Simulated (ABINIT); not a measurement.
A run of ABINIT 10.8.3 (patched build) is set up as follows.

Contents of run.abi:

```
ndtset 2

pp_dirpath "./"
pseudos "Ga.upf, P.upf"

acell 3*1.0
rprim
     0.0000000000     5.1499761211     5.1499761211
     5.1499761211     0.0000000000     5.1499761211
     5.1499761211     5.1499761211     0.0000000000
ntypat 2
znucl 31 15
natom 2
typat 1 2
xred
     0.0000000000     0.0000000000     0.0000000000
     0.7500000000     0.7500000000     0.7500000000

ecut 40.0

ixc 14

occopt 3
tsmear 0.05 eV

nstep 100

iomode 3
prtwf 0
prteig 0
prtebands 0
prtden1 1

kptopt1 1
ngkpt1 8 8 8
nshiftk1 1
shiftk1 0.0 0.0 0.0
nband1 13
tolvrs1 1.0e-10

iscf2 -2
getden2 1
nband2 17
nbdbuf2 2
tolwfr2 1.0e-12
kptopt2 -9
ndivsm2 5
prteig2 1
prtvol2 -3
kptbounds2
     0.0000000000     0.0000000000     0.0000000000
     0.5000000000     0.0000000000     0.5000000000
     0.5000000000     0.2500000000     0.7500000000
     0.3750000000     0.3750000000     0.7500000000
     0.0000000000     0.0000000000     0.0000000000
     0.5000000000     0.5000000000     0.5000000000
     0.6250000000     0.2500000000     0.6250000000
     0.5000000000     0.2500000000     0.7500000000
     0.5000000000     0.5000000000     0.5000000000
     0.3750000000     0.3750000000     0.7500000000
```

Potentials or basis: PseudoDojo NC SR PBE v0.4.1 standard.

Run with:

```console
$ abinit run.abi > log 2>&1
```

Q: Predict the band gap on the k mesh.

A: 1.73 eV, indirect (least direct gap 1.92 eV).

Q: Estimate the pressure.

A: 4.2 GPa.

Q: Predict the band gap along the path.

A: 1.68 eV, indirect (least direct gap 1.92 eV).

Levels at the corners of the path, in eV from the valence-band top:
| point | band 5 | band 6 | band 7 | band 8 | band 9 | band 10 | band 11 | band 12 | band 13 | band 14 |
| --- | --- | --- | --- | --- | --- | --- | --- | --- | --- | --- |
| Γ | -14.49 | -12.46 | 0.00 | 0.00 | 0.00 | 1.92 | 3.94 | 3.94 | 3.94 | 9.01 |
| X | -14.46 | -9.53 | -6.68 | -2.66 | -2.66 | 1.73 | 1.91 | 10.63 | 10.63 | 11.28 |
| W | -14.48 | -9.44 | -6.47 | -3.54 | -3.38 | 4.76 | 4.91 | 6.17 | 6.24 | 11.66 |
| K | -14.47 | -9.56 | -6.47 | -3.90 | -2.23 | 2.27 | 4.86 | 8.27 | 8.33 | 9.38 |
| Γ | -14.49 | -12.46 | 0.00 | 0.00 | 0.00 | 1.92 | 3.94 | 3.94 | 3.94 | 9.01 |
| L | -14.48 | -10.41 | -6.57 | -1.11 | -1.11 | 1.76 | 4.76 | 4.76 | 8.41 | 11.01 |
| U | -14.47 | -9.56 | -6.47 | -3.90 | -2.23 | 2.27 | 4.86 | 8.27 | 8.33 | 9.38 |
| W | -14.48 | -9.44 | -6.47 | -3.54 | -3.38 | 4.76 | 4.91 | 6.17 | 6.24 | 11.66 |
| L | -14.48 | -10.41 | -6.57 | -1.11 | -1.11 | 1.76 | 4.76 | 4.76 | 8.41 | 11.01 |
| K | -14.47 | -9.56 | -6.47 | -3.90 | -2.23 | 2.27 | 4.86 | 8.27 | 8.33 | 9.38 |

Caveat: the potentials were made for another functional, which shifts forces and pressure.

**Measured values to compare with.**

From “Stacking defects in GaP nanowires: Electronic structure and optical properties”, 2018, arxiv:1810.01194, for a bulk crystal of GaP at 10 K: band gap 2.34 eV (indirect).

Measured gap of GaP: 2.34 eV (indirect; 10 K; quoted in “Stacking defects in GaP nanowires: Electronic structure and optical properties”, 2018, arxiv:1810.01194). This calculation gives 1.68 eV (-0.66 eV). Spin-orbit coupling on Ga is left out. The value is that of revPBE, without temperature or zero-point motion. Semilocal functionals fall short of measured gaps as a rule.
